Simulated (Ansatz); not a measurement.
**Te4Mo2 sheet: single point**

Aim: for Te4Mo2 sheet, 2 runs in a chain (single point).

Method: DFT LDA, spin-orbit coupling, plane waves, PAW, and further levels as typed in the inputs, in Ansatz 0.2.0.

## Step 1: The system as given

The structure is trigonal, space group P-3m1 (No. 164). The conventional cell has a = 3.520 Å, b = 3.520 Å, c = 28.450 Å, α = 90.00°, β = 90.00°, γ = 120.00°. Around Te (site symmetry 3m) lie 3 Mo at 2.72 Å. Around Mo (site symmetry 3m) lie 6 Te at 2.72 Å.

As a file:

```
Te Mo
1.0
     3.52000    0.00000    0.00000
    -1.76000    3.04841    0.00000
     0.00000    0.00000   28.45000
Te Mo
4 2
Cartesian
  1.7600 1.0161 9.0000
  1.7600 1.0161 12.6200
  0.0000 2.0323 15.8300
  0.0000 2.0323 19.4500
  0.0000 2.0323 10.8100
  1.7600 1.0161 17.6400
```

## Step 2: Single point: Te4Mo2 sheet

Contents of input.yaml:

```yaml
crystal:
  lattice:
    - [3.52, 0.0, 0.0]
    - [-1.76, 3.0484094213, 0.0]
    - [0.0, 0.0, 28.45]
  atoms:
    - { symbol: Te, position: [0.6666666667, 0.3333333333, 0.316344464] }
    - { symbol: Mo, position: [0.3333333333, 0.6666666667, 0.3799648506] }
    - { symbol: Te, position: [0.6666666667, 0.3333333333, 0.4435852373] }
    - { symbol: Te, position: [0.3333333333, 0.6666666667, 0.5564147627] }
    - { symbol: Mo, position: [0.6666666667, 0.3333333333, 0.6200351494] }
    - { symbol: Te, position: [0.3333333333, 0.6666666667, 0.683655536] }
  periodic: [true, true, false]
scf:
  occupations: { method: gaussian, width: 0.01 }
  n_extra_bands: 8
output:
  eigenvalues: true
  eigenstates:
    kpoints:
      - [0.0, 0.0, 0.0]
      - [0.016667, 0.016667, 0.0]
      - [0.033333, 0.033333, 0.0]
      - [0.05, 0.05, 0.0]
      - [0.066667, 0.066667, 0.0]
      - [0.1, 0.1, 0.0]
      - [0.133333, 0.133333, 0.0]
      - [0.166667, 0.166667, 0.0]
      - [0.2, 0.2, 0.0]
      - [0.233333, 0.233333, 0.0]
      - [0.25, 0.25, 0.0]
      - [0.266667, 0.266667, 0.0]
      - [0.283333, 0.283333, 0.0]
      - [0.3, 0.3, 0.0]
      - [0.316667, 0.316667, 0.0]
      - [0.333333, 0.333333, 0.0]
      - [0.35, 0.35, 0.0]
      - [0.366667, 0.366667, 0.0]
      - [0.383333, 0.383333, 0.0]
      - [0.4, 0.4, 0.0]
      - [0.025, 0.0, 0.0]
      - [0.05, 0.0, 0.0]
      - [0.075, 0.0, 0.0]
      - [0.1, 0.0, 0.0]
      - [0.5, 0.0, 0.0]
    top_band: c8
    e_range: [-2.5, 3]
  write_density: true
  write_potential: true
  elf: true
  volumetric_format: npy
kpoints:
  mp_grid: { grid: [12, 12, 1] }
hamiltonian:
  xc: lda
  pseudopotentials: { kind: paw_fr }
magnetization:
  noncollinear: true
  spin_orbit: true
```

Started as:

```console
> ansatz run input.yaml --threads 8 --pin off --max-ram 24576MiB --backend cpu --events-out ev --progress --plain --runs-dir out
```

What it wrote:

```text
Warning: crystal.periodic: the lattice vector that does not repeat stood 0.000° off the slab's normal, 28.450 Å along it as the deck builds it. The run solves the slab on a vector along the normal, 44.700 Å long, with every atom where it was (on the deck's vector they left 18.00 Å outside them, and the widest stretch free of ions among them is 3.21 Å). A fractional position that the run reports is one of the run's cell, which starts as this one, and not of the deck's: it goes into a deck with that cell's vectors. The slab on that cell runs as it stands in a deck that lists each atom with its symbol and moment, types crystal.periodic and leaves out crystal.checkpoint, crystal.saddle_side, crystal.structure_sha256, crystal.space_group, crystal.setting, crystal.reduce_to_primitive, crystal.supercell, crystal.defects and each atom's wyckoff. Where those keys changed the vectors of the plane, lay the indices of each lattice_plane and lattice_line anew on these rows. Along the normal they count this vector already. An outside_sphere can name other atoms there (type this run's as sites). In the order of the run's atom list the slab is: crystal.lattice: [[3.52, 0.0, 0.0], [-1.76, 3.0484094213, 0.0], [0.0, -0.0, 44.6999999968]]; position: [0.6666666667000001, 0.33333333330000003, 0.20134228191150552]; position: [0.3333333333, 0.6666666667, 0.24183445190925887]; position: [0.6666666667000001, 0.33333333330000003, 0.2823266219706588]; position: [0.3333333333, 0.6666666667, 0.3541387024596923]; position: [0.6666666667000001, 0.33333333330000003, 0.3946308725210922]; position: [0.3333333333, 0.6666666667, 0.43512304251884554];
Warning: RAYON_NUM_THREADS=8 ignored (pool sized by the plan → 8); use --threads N
crystal.periodic: the lattice vector that does not repeat stood 0.000° off the slab's normal, 28.450 Å along it as the deck builds it. The run solves the slab on a vector along the normal, 44.700 Å long, with every atom where it was (on the deck's vector they left 18.00 Å outside them, and the widest stretch free of ions among them is 3.21 Å). A fractional position that the run reports is one of the run's cell, which starts as this one, and not of the deck's: it goes into a deck with that cell's vectors. The slab on that cell runs as it stands in a deck that lists each atom with its symbol and moment, types crystal.periodic and leaves out crystal.checkpoint, crystal.saddle_side, crystal.structure_sha256, crystal.space_group, crystal.setting, crystal.reduce_to_primitive, crystal.supercell, crystal.defects and each atom's wyckoff. Where those keys changed the vectors of the plane, lay the indices of each lattice_plane and lattice_line anew on these rows. Along the normal they count this vector already. An outside_sphere can name other atoms there (type this run's as sites). In the order of the run's atom list the slab is: crystal.lattice: [[3.52, 0.0, 0.0], [-1.76, 3.0484094213, 0.0], [0.0, -0.0, 44.6999999968]]; position: [0.6666666667000001, 0.33333333330000003, 0.20134228191150552]; position: [0.3333333333, 0.6666666667, 0.24183445190925887]; position: [0.6666666667000001, 0.33333333330000003, 0.2823266219706588]; position: [0.3333333333, 0.6666666667, 0.3541387024596923]; position: [0.6666666667000001, 0.33333333330000003, 0.3946308725210922]; position: [0.3333333333, 0.6666666667, 0.43512304251884554];
scf.n_extra_bands = 8 over 92 filled bands (N_el = 92.0): the run solves 100 bands
Engine: ansatz 0.2.0, x86_64-unknown-linux-gnu
Pseudopotentials: kind: paw_fr
Pseudopotential: Te, paw_fr, valence charge 16, recommended cutoff 420 eV (normal), Te.paw.azcp#standard-fr
Pseudopotential: Mo, paw_fr, valence charge 14, recommended cutoff 420 eV (normal), Mo.paw.azcp#standard-fr
Functional definition: SPW92
  exchange = slater_x
  correlation = pw_c
non-collinear run that drives no moment, with spin-orbit: no starting moment large enough to seed its density (crystal.atoms[].spin), no starting occupations that ask for one, no magnetisation constraint and no magnetic field, so the semilocal B_xc is pinned to zero
Crystal: 6 atoms, lattice volume = 479.649 Å³
Basis set: ecut = 420 eV, 9299 PW (Γ)
Bands: 100, of which v1, the nominal top of the filled ones, is band 92 counted from 1 (91 counted from 0)
Symmetry: 12 space group operations + 12 with time reversal
Magnetic group: BNS 164.86 (UNI 1316), of the structure as read, at distance tolerance 7.8e-5 Å
k-points: 19 of 144
Projection manifold: j_resolved (fully-relativistic pseudo-atomic orbitals)
Non-local potential: Te, projectors of the file, l = 0: 2, l = 1: 4, l = 2: 4, l = 3: 4
Non-local potential: Mo, projectors of the file, l = 0: 3, l = 1: 4, l = 2: 4, l = 3: 2
PAW form: soft (Blöchl's): semilocal exchange-correlation on the pseudo side does not see the compensation charge
PAW frozen core: Te, regenerated for the run's functional, and the local potential with it (the file was generated under x = pbe(κ = 0.804, μ = 0.2195149727645171), c = pbe(β = 0.06672455060314922))
PAW frozen core: Mo, regenerated for the run's functional, and the local potential with it (the file was generated under x = pbe(κ = 0.804, μ = 0.2195149727645171), c = pbe(β = 0.06672455060314922))
PAW one-centre angular grid: Te, 590 points (default); XC on 64 Gauss nodes
PAW one-centre angular grid: Mo, 590 points (default); XC on 64 Gauss nodes
Initial density: superposition of atomic densities (neutral atoms: chi_scale 0, normalization atom)
Initial wavefunctions: pseudopotential atomic-orbital guess
Functional: x = slater, c = lda
SCF iter   1: F=—  HF=-37010.278156 eV  |F-HF|=—  |Δ(HF+E_count)|=         —  Δρ=2.90e-2  dr2=5.46e0  dr2_m=0.00e0 (ungated)  ethr=3.10e-3  |M|=0.00e0 ∫|m|=0.00e0 μB  |m|>n=0.0e0 m-floor=0.0e0 τ_xc=0.0e0  β_m=0.30  ⟨swp⟩=11.0  Hψ=6477  notcnv=0
preconditioner: auto → Resta (q_TF=auto, 2.072 Å⁻¹)  ε∞=3.4  [insulator: Δε(μ)=0.946 eV  Ē_g=6.559 eV  σ=0.010 eV  W_gap=1.00  n_scr=46 (ndim 8)  ℏωp=10.2 eV  f_vac=0.675  D(μ)=0.00/eV (n_scr^D=0)  ε∞_Penn≈3.4  vacuum switching on, ρ_ref=3.1e-3 e/Å³]
spin=Noncollinear: Resta preconditioning applied to the charge; magnetization (m_x, m_y, m_z) channels mix plain (no charge-response kernel on spin).
SCF iter   2: F=—  HF=-37009.175484 eV  |F-HF|=—  |Δ(HF+E_count)|=    1.10e0  Δρ=1.27e-2  dr2=1.75e0  dr2_m=0.00e0 (ungated)  ethr=3.10e-3  |M|=0.00e0 ∫|m|=0.00e0 μB  |m|>n=0.0e0 m-floor=0.0e0 τ_xc=0.0e0  β_m=0.35  ⟨swp⟩=3.3  Hψ=1853  notcnv=0  defer=54
SCF iter   3: F=—  HF=-37008.856839 eV  |F-HF|=—  |Δ(HF+E_count)|=   3.19e-1  Δρ=9.00e-3  dr2=4.59e-1  dr2_m=0.00e0 (ungated)  ethr=1.91e-3  |M|=0.00e0 ∫|m|=0.00e0 μB  |m|>n=0.0e0 m-floor=0.0e0 τ_xc=0.0e0  β_m=0.54  ⟨swp⟩=3.2  Hψ=1483  notcnv=0  defer=54
SCF iter   4: F=—  HF=-37008.706806 eV  |F-HF|=—  |Δ(HF+E_count)|=   1.50e-1  Δρ=2.06e-3  dr2=2.96e-2  dr2_m=0.00e0 (ungated)  ethr=4.98e-4  |M|=0.00e0 ∫|m|=0.00e0 μB  |m|>n=0.0e0 m-floor=0.0e0 τ_xc=0.0e0  β_m=0.69  ⟨swp⟩=3.3  Hψ=1833  notcnv=0  defer=54
SCF iter   5: F=—  HF=-37008.703744 eV  |F-HF|=—  |Δ(HF+E_count)|=   3.06e-3  Δρ=7.42e-4  dr2=2.12e-2  dr2_m=0.00e0 (ungated)  ethr=3.22e-5  |M|=0.00e0 ∫|m|=0.00e0 μB  |m|>n=0.0e0 m-floor=0.0e0 τ_xc=0.0e0  β_m=0.56  ⟨swp⟩=5.0  Hψ=2061  notcnv=0  defer=54
SCF iter   6: F=—  HF=-37008.702368 eV  |F-HF|=—  |Δ(HF+E_count)|=   1.38e-3  Δρ=3.85e-4  dr2=2.18e-3  dr2_m=0.00e0 (ungated)  ethr=2.31e-5  |M|=0.00e0 ∫|m|=0.00e0 μB  |m|>n=0.0e0 m-floor=0.0e0 τ_xc=0.0e0  β_m=0.66  ⟨swp⟩=4.1  Hψ=1376  notcnv=0  defer=46
SCF iter   7: F=—  HF=-37008.702240 eV  |F-HF|=—  |Δ(HF+E_count)|=   1.29e-4  Δρ=1.72e-4  dr2=4.19e-4  dr2_m=0.00e0 (ungated)  ethr=2.37e-6  |M|=0.00e0 ∫|m|=0.00e0 μB  |m|>n=0.0e0 m-floor=0.0e0 τ_xc=0.0e0  β_m=0.73  ⟨swp⟩=3.4  Hψ=1640  notcnv=0  defer=46
SCF iter   8: F=—  HF=-37008.702224 eV  |F-HF|=—  |Δ(HF+E_count)|=   1.56e-5  Δρ=3.69e-5  dr2=2.02e-5  dr2_m=0.00e0 (ungated)  ethr=4.55e-7  |M|=0.00e0 ∫|m|=0.00e0 μB  |m|>n=0.0e0 m-floor=0.0e0 τ_xc=0.0e0  β_m=0.84  ⟨swp⟩=3.4  Hψ=1517  notcnv=0  defer=46
SCF iter   9: F=—  HF=-37008.702204 eV  |F-HF|=—  |Δ(HF+E_count)|=   1.98e-5  Δρ=2.06e-5  dr2=7.24e-6  dr2_m=0.00e0 (ungated)  ethr=2.20e-8  |M|=0.00e0 ∫|m|=0.00e0 μB  |m|>n=0.0e0 m-floor=0.0e0 τ_xc=0.0e0  β_m=0.92  ⟨swp⟩=3.2  Hψ=1559  notcnv=0  defer=46
SCF iter  10: F=-37008.702204 eV  HF=-37008.702204 eV  |F-HF|=7.99e-9  |Δ(HF+E_count)|=   1.02e-8  Δρ=2.60e-6  dr2=5.30e-8  dr2_m=0.00e0 (ungated)  ethr=1.09e-10  |M|=0.00e0 ∫|m|=0.00e0 μB  |m|>n=0.0e0 m-floor=0.0e0 τ_xc=0.0e0  ⟨swp⟩=14.4  Hψ=5607  notcnv=0
SCF 1 converged in 10 iterations: F = -37008.702204 eV  dr2 = 5.30e-8
NSCF: frozen V_eff on 25 k-points
WARN: The output density's exchange-correlation potential varies sharply where the density is thin. Do not read a vacuum level from v_tot or v_xc, or from such a field of the output density. On a cell that repeats whose density bears no net charge and no dipole along the vacuum's axis use v_es (v_loc + v_h of the components); under efield.dipole_correction with no amplitude use v_es + v_field, which holds any external_charges[].barrier, or the levels of the report's work_function block, which leave it out; under a non-zero efield.amplitude the vacuum is tilted and has no level; on a cell that repeats and bears such a dipole with no correction it is tilted too, and efield.dipole_correction with no amplitude gives each side of its ramp a level where efield: is served; in a cell that repeats whose density bears a net charge (total_charge, or a fill off its count) it is curved and has none; of a slab under crystal.periodic whose density bears no net charge use v_es, which has a level on each side, short of where the two are joined; of another it falls or rises all the way out and has none; of a slab beside external_charges read slab_vacuum_level instead, which it has where they leave it neutral. The grid or the basis barely resolves most such structure, and the values can differ between equally converged runs; as a rule a tighter scf.convergence.dr2_threshold does not remove it. Where the density itself ripples (under the LDA too) a higher basis.ecutwfc lessens it. The files hold the spikes' plane waves up to the density's cutoff. Files: v_tot_of_output_density and the like, and their columns of v_z.tsv (output.write_potential); v_xc_of_output_density and the like, and their columns of v_comp_z.tsv (output.write_potential_components). Measured: with its Gaussian average of σ = 0.25 Å subtracted twice, the exchange-correlation potential is over 0.1 eV at 539 of the grid points where the equally averaged density (valence and model cores) is under 1e-3 e/Å³, and 0.398 eV at the most among them, at an averaged density of 5.4e-5 e/Å³. The input density's (outcome.potential() and, of a run that writes arrays, v_tot and v_xc) is over 0.1 eV, so measured, at 550 points of its own thin density, 0.393 eV at the most. See output.write_potential in the manual, Limitations
SCF converged after 10 iterations
Magnetization: |M| = 0.0000 μB,  M = (+0.0000, +0.0000, +0.0000) μB
Absolute magnetization: 0.0000 μB (∫|m|)
  site 0: m = (+0.0000, +0.0000, +0.0000) μB, |m| = 0.0000 μB  (R = 1.12 Å)
  site 1: m = (+0.0000, +0.0000, +0.0000) μB, |m| = 0.0000 μB  (R = 1.12 Å)
  site 2: m = (+0.0000, +0.0000, +0.0000) μB, |m| = 0.0000 μB  (R = 1.12 Å)
  site 3: m = (+0.0000, +0.0000, +0.0000) μB, |m| = 0.0000 μB  (R = 1.12 Å)
  site 4: m = (+0.0000, +0.0000, +0.0000) μB, |m| = 0.0000 μB  (R = 1.12 Å)
  site 5: m = (+0.0000, +0.0000, +0.0000) μB, |m| = 0.0000 μB  (R = 1.12 Å)
Free energy (F): -37008.702204 eV
Harris-Foulkes:  -37008.702204 eV  (|F-HF|=7.99e-9)
Internal energy: -37008.702204 eV  (E = F + TS)
E sigma→0 (E₀):  -37008.702204 eV
Fermi energy:    -4.459261 eV
--- Per-component energies (eV) ---
  E_band       = -2737.320861
  E_kinetic    = 1614.857124
  E_local      = -494799.403615  (includes V_loc(G=0)·N_el)
  E_nonlocal   = -919.400010
  E_hartree    = 247037.112772
  E_xc         = -862.122787
  E_vxc        = -879.005010  (∫ρ·V_xc dr)
  E_paw        = -24234.455141  (= ΣΔE_a)
  E_vpaw       = -1828.509647  (= ΣTr[D̂ρ^β])
  E_aug_tail   = -0.000625  (compensation charges beyond the density's cutoff)
  E_ewald      = 235151.018206
  E_core_change = 3.691871  (= ΣΔE_core)
  E_smearing   = -0.000000  (= −TS)
  E_closure    = -0.000000  (closes the sum)
  Σ components = -37008.702204   (vs F -37008.702204, Δ=0.00e0)
--- Band table (eV; the first three rows and the last of 19) ---
  k-point 0: bands = ["-65.6030", "-65.6030", "-65.6030", "-65.6030", "-42.3234", "-42.3234", "-42.3231", "-42.3231", "-42.3064", "-42.3064", "-42.3064", "-42.3064", "-42.2795", "-42.2795", "-42.2776", "-42.2776", "-42.2526", "-42.2526", "-42.2525", "-42.2525", "-41.4970", "-41.4970", "-41.4970", "-41.4970", "-40.8551", "-40.8551", "-40.8549", "-40.8549", "-40.8361", "-40.8361", "-40.8360", "-40.8360", "-40.8233", "-40.8233", "-40.8215", "-40.8215", "-40.7972", "-40.7972", "-40.7970", "-40.7970", "-40.7943", "-40.7943", "-40.7922", "-40.7922", "-40.7654", "-40.7654", "-40.7653", "-40.7653", "-38.9865", "-38.9865", "-38.9865", "-38.9865", "-38.8801", "-38.8801", "-38.8801", "-38.8801", "-17.9583", "-17.9583", "-17.7191", "-17.7191", "-17.0370", "-17.0370", "-16.7178", "-16.7178", "-10.6094", "-10.6094", "-9.8057", "-9.8057", "-7.6340", "-7.6340", "-6.8608", "-6.8608", "-6.7350", "-6.7350", "-6.7148", "-6.7148", "-6.7054", "-6.7054", "-6.2563", "-6.2563", "-6.1646", "-6.1646", "-6.0708", "-6.0708", "-5.8352", "-5.8352", "-5.8122", "-5.8122", "-5.6920", "-5.6920", "-4.8688", "-4.8688", "-2.4138", "-2.4138", "-2.3086", "-2.3086", "-2.1011", "-2.1011", "-1.9388", "-1.9388"]
  k-point 1: bands = ["-65.6024", "-65.6024", "-65.6024", "-65.6024", "-42.3230", "-42.3230", "-42.3227", "-42.3227", "-42.3061", "-42.3061", "-42.3060", "-42.3060", "-42.2792", "-42.2792", "-42.2774", "-42.2774", "-42.2527", "-42.2527", "-42.2524", "-42.2524", "-41.5014", "-41.5014", "-41.5010", "-41.5010", "-40.8573", "-40.8573", "-40.8521", "-40.8521", "-40.8393", "-40.8393", "-40.8343", "-40.8343", "-40.8218", "-40.8218", "-40.8201", "-40.8201", "-40.7980", "-40.7980", "-40.7976", "-40.7976", "-40.7938", "-40.7938", "-40.7877", "-40.7877", "-40.7674", "-40.7674", "-40.7618", "-40.7618", "-38.9861", "-38.9861", "-38.9861", "-38.9861", "-38.8862", "-38.8862", "-38.8862", "-38.8862", "-17.8614", "-17.8614", "-17.6229", "-17.6229", "-16.9658", "-16.9658", "-16.6531", "-16.6531", "-10.5044", "-10.5044", "-9.7034", "-9.7034", "-7.7097", "-7.7097", "-7.0258", "-7.0258", "-6.9432", "-6.9432", "-6.7219", "-6.7219", "-6.6504", "-6.6504", "-6.5342", "-6.5342", "-6.1975", "-6.1975", "-6.1419", "-6.1419", "-5.8845", "-5.8845", "-5.7978", "-5.7978", "-5.6435", "-5.6435", "-4.9265", "-4.9265", "-2.5883", "-2.5883", "-2.5125", "-2.5125", "-2.4241", "-2.4241", "-2.3187", "-2.3187"]
  k-point 2: bands = ["-65.6007", "-65.6007", "-65.6007", "-65.6007", "-42.3219", "-42.3219", "-42.3217", "-42.3217", "-42.3053", "-42.3053", "-42.3052", "-42.3052", "-42.2786", "-42.2786", "-42.2768", "-42.2768", "-42.2529", "-42.2529", "-42.2522", "-42.2522", "-41.5130", "-41.5130", "-41.5124", "-41.5124", "-40.8583", "-40.8583", "-40.8491", "-40.8491", "-40.8416", "-40.8416", "-40.8336", "-40.8336", "-40.8197", "-40.8197", "-40.8176", "-40.8176", "-40.7983", "-40.7983", "-40.7971", "-40.7971", "-40.7924", "-40.7924", "-40.7792", "-40.7792", "-40.7685", "-40.7685", "-40.7571", "-40.7571", "-38.9858", "-38.9858", "-38.9857", "-38.9857", "-38.9021", "-38.9021", "-38.9021", "-38.9021", "-17.5791", "-17.5791", "-17.3440", "-17.3440", "-16.7590", "-16.7590", "-16.4660", "-16.4660", "-10.2131", "-10.2131", "-9.4275", "-9.4275", "-7.9411", "-7.9411", "-7.5858", "-7.5858", "-7.5098", "-7.5098", "-7.1590", "-7.1590", "-6.5036", "-6.5036", "-6.4724", "-6.4724", "-6.4278", "-6.4278", "-6.3971", "-6.3971", "-6.0570", "-6.0570", "-5.8343", "-5.8343", "-5.6751", "-5.6751", "-5.2736", "-5.2736", "-3.1798", "-3.1798", "-3.0712", "-3.0712", "-2.9333", "-2.9333", "-2.7530", "-2.7530"]
  k-point 18: bands = ["-65.5926", "-65.5926", "-65.5926", "-65.5926", "-42.3208", "-42.3208", "-42.3159", "-42.3159", "-42.3002", "-42.3002", "-42.2985", "-42.2985", "-42.2782", "-42.2782", "-42.2759", "-42.2759", "-42.2508", "-42.2508", "-42.2497", "-42.2497", "-41.5734", "-41.5734", "-41.5596", "-41.5596", "-40.8467", "-40.8467", "-40.8451", "-40.8451", "-40.8317", "-40.8317", "-40.8306", "-40.8306", "-40.8290", "-40.8290", "-40.8076", "-40.8076", "-40.8006", "-40.8006", "-40.7968", "-40.7968", "-40.7804", "-40.7804", "-40.7717", "-40.7717", "-40.7498", "-40.7498", "-40.7384", "-40.7384", "-39.0016", "-39.0016", "-38.9835", "-38.9835", "-38.9684", "-38.9684", "-38.9645", "-38.9645", "-15.5157", "-15.5157", "-15.4801", "-15.4801", "-15.3032", "-15.3032", "-15.2995", "-15.2995", "-9.8909", "-9.8909", "-9.7657", "-9.7657", "-9.5175", "-9.5175", "-9.4025", "-9.4025", "-9.1432", "-9.1432", "-8.7749", "-8.7749", "-8.6365", "-8.6365", "-8.2548", "-8.2548", "-7.8122", "-7.8122", "-7.7099", "-7.7099", "-6.8609", "-6.8609", "-6.8012", "-6.8012", "-5.2569", "-5.2569", "-4.9911", "-4.9911", "-3.9834", "-3.9834", "-3.9494", "-3.9494", "-3.5833", "-3.5833", "-2.9848", "-2.9848"]
```

It took 79 s on 8 threads of Intel Xeon Platinum 8488C (Sapphire Rapids), shared host; peak memory 5.5 GiB.

Density in a lattice plane of the grid's cell (edges 3.52 and 44.70 Å, at 0.333 of the third edge), which holds Te and Mo.

Ten even steps from ' ' (0.00 e/Å³) to '@' (16.88 e/Å³):
```
            
            
            
            
            
            
            
            
            
            
            
      ..--..
            
            
            
      ::@@::
            
            
            
            
```
Columns run along the first of these edges and rows up along the second, over one cell in 6 and 20 even steps from the bottom left corner. Atoms in the plane (fractional): Te at (0.67, 0.20), Te at (0.67, 0.28), Mo at (0.67, 0.39).

ELF in the same plane.

Ten even steps from '0' (0.00) to '9' (0.71):
```
000000
000000
000000
000000
000000
000000
000000
000000
000000
000000
898202
242969
777424
717878
222444
737303
000575
000000
000000
000000
```
Columns run along the first of these edges and rows up along the second, over one cell in 6 and 20 even steps from the bottom left corner. Atoms in the plane (fractional): Te at (0.67, 0.20), Te at (0.67, 0.28), Mo at (0.67, 0.39).

Both are smooth fields of the valence electrons: close to the nuclei they are not physical.

The highest ELF values outside the cores: 0.86 beside Te, off the lines to its neighbours, 1.5 Å from Te; 0.64 on the Te–Mo line, 1.2 Å from Te.

[end of part 1 of 2]
